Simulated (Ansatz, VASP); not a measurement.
**KF (Carobbiite) in VASP and in Ansatz**

INCAR

```
ALGO     = Normal         # electronic algorithm
EDIFF    = 1E-6           # SCF threshold, eV
ENCUT    = 520            # plane-wave cutoff, eV
GGA      = PS             # functional
ISIF     = 2              # what is computed and relaxed
ISMEAR   = -1             # smearing method
LASPH    = True           # aspherical terms in the spheres
LCHARG   = False          # write CHGCAR
LREAL    = False          # projectors in reciprocal space
LWAVE    = False          # write WAVECAR
NBANDS   = 15             # bands
NELM     = 80             # most SCF steps
PREC     = Accurate       # precision mode
SIGMA    = 0.05           # smearing width, eV
```

File KPOINTS:

```
k-points
0
Gamma
  9 9 9
```

Contents of POSCAR:

```
KF
1.0
    0.0000000000      2.6718500000      2.6718500000
    2.6718500000      0.0000000000      2.6718500000
    2.6718500000      2.6718500000      0.0000000000
K F
1 1
Direct
    0.0000000000      0.0000000000      0.0000000000
    0.5000000000      0.5000000000      0.5000000000
```

The input input.yaml:

```yaml
crystal:
  lattice:
    - [0.0, 2.67185, 2.67185]
    - [2.67185, 0.0, 2.67185]
    - [2.67185, 2.67185, 0.0]
  atoms:
    - { symbol: K, position: [0.0, 0.0, 0.0] }
    - { symbol: F, position: [0.5, 0.5, 0.5] }
hamiltonian:
  xc: pbesol
  pseudopotentials: { kind: paw }
kpoints:
  mp_grid: { grid: [9, 9, 9] }
scf:
  occupations: { method: fermi_dirac, width: 0.05 }
output:
  forces: true
  stress: true
  eigenvalues: true
  write_density: true
  write_potential: true
  elf: true
  volumetric_format: npy
```

Alike in both runs: task single point; functional PBEsol; k mesh 9 × 9 × 9; occupations fermi-dirac, width 0.05 eV; no spin polarisation.

|  | VASP | Ansatz |
| --- | --- | --- |
| version | VASP 6.6.1 | Ansatz 0.2.0 |
| potentials or method | VASP PAW PBE potentials, release 64 (K_sv, F) | Ansatz PAW |
| plane-wave cutoff (eV) | 520 | 420 |
| valence electrons in the cell | 16 | 16 |

```csv
,VASP,Ansatz,Ansatz less VASP
gap on the k mesh at the Fermi level (eV),6.03,6.05,+0.016
least direct gap on the mesh (eV),6.03,6.05,+0.016
pressure (GPa),-0.6,-0.7,-0.04
```

Caveats: the PAW data sets were made with another functional, which shifts forces and pressure a little (VASP); an odd mesh through Γ misses points on the zone boundary, where band edges often lie (VASP); odd divisions of the mesh miss points on the zone boundary, where band edges often lie, so the gap on the mesh can be too wide (Ansatz); the pressure holds a Pulay correction of +0.3 GPa for the finite cutoff (Ansatz); the PAW data sets come from PBE, with cores solved anew for the run's functional, which leaves a small shift of forces and pressure (Ansatz). Expect the measured gap to be larger: semilocal functionals such as PBEsol lack the derivative discontinuity.
